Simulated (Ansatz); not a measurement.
Method: DFT PBE+D3(BJ), scalar-relativistic, plane waves, PAW (Ansatz 0.2.0). All cells share a 420 eV cutoff and Γ-centred k meshes spaced at most about 0.3 Å⁻¹ (about 0.25 or finer for metals, 2π included). No spin polarisation.

These are static total energies at zero pressure.

**Question.** Order these relaxed structures of PbO2 by energy, lowest first, with the energy over the lowest of them.
A.

```xyz
6
Lattice="5.0302 0.0000 0.0000 0.0000 5.0302 0.0000 0.0000 0.0000 3.4406" Properties=species:S:1:pos:R:3 pbc="T T T"
Pb    0.0000    0.0000    0.0000
Pb    2.5151    2.5151    1.7203
O     1.5468    1.5468    0.0000
O     0.9684    4.0619    1.7203
O     4.0619    0.9684    1.7203
O     3.4835    3.4835    0.0000
```

B.

```xyz
3
Lattice="0.0000 2.6848 2.6848 2.6848 0.0000 2.6848 2.6848 2.6848 0.0000" Properties=species:S:1:pos:R:3 pbc="T T T"
Pb    0.0000    0.0000    0.0000
O     1.3424    1.3424    1.3424
O     4.0273    4.0273    4.0273
```

**Answer.** A (0 meV/atom), B (85 meV/atom). Forms: A rutile type, P4_2/mnm; B fluorite type, Fm-3m. Counting O atoms around Pb (those within 1.25 times the shortest such distance or 1.15 times the sum of covalent radii): A has Pb 6; B has Pb 8. Origin: A, reached from a Materials Project cell; B, reached from a cell as deposited in COD.

These runs have no spin–orbit coupling, which can matter for Pb. Cells relaxed within their symmetry can be saddle points. Some candidate types were left out of the draw beforehand, so a known form may be missing.
